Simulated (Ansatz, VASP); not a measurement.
**Ti: VASP beside Ansatz**

```xyz
1
Lattice="-1.5852 1.5852 1.5852 1.5852 -1.5852 1.5852 1.5852 1.5852 -1.5852" Properties=species:S:1:pos:R:3 pbc="T T T"
Ti    0.0000    0.0000    0.0000
```

Alike in both runs: task single point; functional r2SCAN; k mesh 18 × 18 × 18; occupations gaussian, width 0.1 eV; no spin polarisation.

|  | VASP | Ansatz |
| --- | --- | --- |
| version | VASP 6.6.1 | Ansatz 0.2.0 |
| potentials or method | VASP PAW PBE potentials, release 64 (Ti_sv) | scalar-relativistic, plane waves, PAW |
| plane-wave cutoff (eV) | 520 | 500 |
| valence electrons in the cell | 12 | 12 |

|  | VASP | Ansatz | Ansatz less VASP |
| --- | --- | --- | --- |
| gap on the k mesh at the Fermi level (eV) | none | none | - |
| pressure (GPa) | 10.0 | 9.6 | -0.40 |

A gap of «none» marks a metal or a gap that the smearing closes.

Caveats: the PAW data sets were made with another functional, which shifts forces and pressure a little (VASP).
